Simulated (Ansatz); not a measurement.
**TiAl3: strain energy, fitted**

TiAl3, Pm-3m, a = 3.956 Å. This isn't the usual stable structure of the compound. Ansatz: r2SCAN, PAW, 500 eV, Γ-centred 14×14×14 mesh on 4 atoms, Gaussian smearing 0.10 eV; no spin polarisation. Series: biaxial strain in the a-b plane, c and atoms relaxed; x is the strain in per cent. y is the free energy over the unstrained cell, V0 = 15.474 Å³/atom.

```
x (%) y (meV/atom)
 -6.0             ?
 -4.0         38.87
 -2.0          9.23
  0.0          0.00
  2.0          8.17
  4.0         31.57
  6.0         67.47
```

Fit y = c2 x² + c3 x³ to the other rows, turn c2 into a modulus, and predict the missing energy.

Least squares on the rows shown. y = 2.2043 x² − 0.055354 x³. In eV per unit strain² c2 is 22.04; M is the biaxial modulus (E = M V0 ε²): 22.04 × 160.2 / (15.474) = 228 GPa. At x = -6.0 the fit asked for gives 91.31 meV/atom. The run gave 91.92 meV/atom, so the fit is 0.61 meV/atom too low, 0.66 % of the span of the series, against an rms of 0.12 meV/atom on the fitted rows. The row lies outside the fitted range. With a term in x⁴ added, a fit to the same known rows predicts 92.26 meV/atom, a smaller miss on the other side.